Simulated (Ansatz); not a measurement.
Runs of Ansatz 0.2.0 on ZnS. The structure is cubic, space group F-43m (No. 216). Conventional cell: a = 5.404 Å, b = 5.404 Å, c = 5.404 Å, α = 90.00°, β = 90.00°, γ = 90.00°. Around Zn (site symmetry -43m) lie 4 S at 2.34 Å. S (site symmetry -43m) has 4 Zn at 2.34 Å as nearest neighbours. 

```csv
task,level,cell,points for each segment of the path,gap on the mesh (eV),pressure (GPa),relaxed volume (Å³/atom)
relaxation of cell and atoms,PBEsol,relaxed,-,2.09,0.0,19.20
band structure,RPBE,as given,14,(a),(c),-
band structure,revPBE,as given,14,(b),3.5,-
relaxation of cell and atoms,RPBE,relaxed,-,2.03,0.0,20.93
```

Alike in all rows: potentials or basis Ansatz PAW; no spin polarisation; k mesh 9 × 9 × 9; cutoff (eV) 420; smearing fermi-dirac 0.05 eV.

Q: Estimate the missing entries.

A: (a) 2.28; (b) 2.23; (c) 4.2.

Caveats: the PAW data sets come from PBE, with cores solved anew for the run's functional, which leaves a small shift of forces and pressure; odd divisions of the mesh miss points on the zone boundary, where band edges often lie, so the gap on the mesh can be too wide (some runs); the plane-wave basis is chosen anew once the cell has moved, so the energies of steps on either side of that aren't comparable (some runs).

